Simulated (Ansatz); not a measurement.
InGa2As2P (zincblende [001] superlattice), computed twice by G0W0.

The cell holds 12 atoms: 2 In, 2 P, 4 Ga and 4 As. Cell: a = 4.054 Å, b = 4.047 Å, c = 17.222 Å, α = 90.0°, β = 90.0°, γ = 90.0°. It derives from InP. Regions: InP, 4 atoms (2 In and 2 P); GaAs, 8 atoms (4 Ga and 4 As). The structure's axis is c.

```xyz
12
Lattice="4.0538 0.0000 0.0000 0.0000 4.0469 0.0000 0.0000 0.0000 17.2225" Properties=species:S:1:pos:R:3 pbc="T T T"
In    0.0000    0.0000    0.8341
P     2.0269    0.0000    2.3413
In    2.0269    2.0235    3.8546
P     0.0000    2.0235    5.3758
Ga    0.0000    0.0000    6.6615
As    2.0269    0.0000    8.0567
Ga    2.0269    2.0235    9.4537
As    0.0000    2.0235   10.8497
Ga    0.0000    0.0000   12.2496
As    2.0269    0.0000   13.6454
Ga    2.0269    2.0235   15.0479
As    0.0000    2.0235   16.4286
```

The structure was relaxed with PBEsol. The runs that relaxed it are not among those shown.

The first (Ansatz 0.2.0; start PBEsol, 4×4×2 mesh, 1178 empty bands, screening to 150 eV, PAW set soft_1 files; 1 × NVIDIA H100 80GB HBM3 (shared by 6 runs) with 3 threads of AMD EPYC 7R13 (Zen 3), shared host) gave, on its mesh: starting gap 0.31 eV, G0W0 gap 0.98 eV, RPA ε∞ (mean) 91.96, 3.5 min.

The second changes empty bands from 1178 to 298 and screening cutoff (eV) from 150.0 to 60. What does it give?

It gave: starting gap 0.31 eV, G0W0 gap 1.01 eV, RPA ε∞ (mean) 91.89, 66 s. The G0W0 gap moves by +0.03 eV, +0.00 eV from the start and +0.03 eV from the correction. Σc changes by +0.39 eV at the valence top and +0.42 eV at the conduction bottom, and Σx − Vxc between them by +0.00 eV.

Limits: not at the basis limit; screening runs away on this mesh; no spin-orbit coupling; coarse k mesh.

[Paths, hosts, dates, memory and timing lines, banners, echoed tables and standing remarks are left out of the program output.]

[Logs are printed without paths, hosts, clocks, repeated set-up lines and the standing remarks that a program may print on its own settings, such as how far it seeks lower states.]

[Runs of the session that timed out or met a known fault of the program may be left out.]

[Cells called generated may have been cut or substituted from an entry of the Crystallography Open Database or the Materials Project.]

[Hosts, paths, dates, database ids (printed as entryN), source tags and the programs' standing remarks are cut or masked in the printed files.]
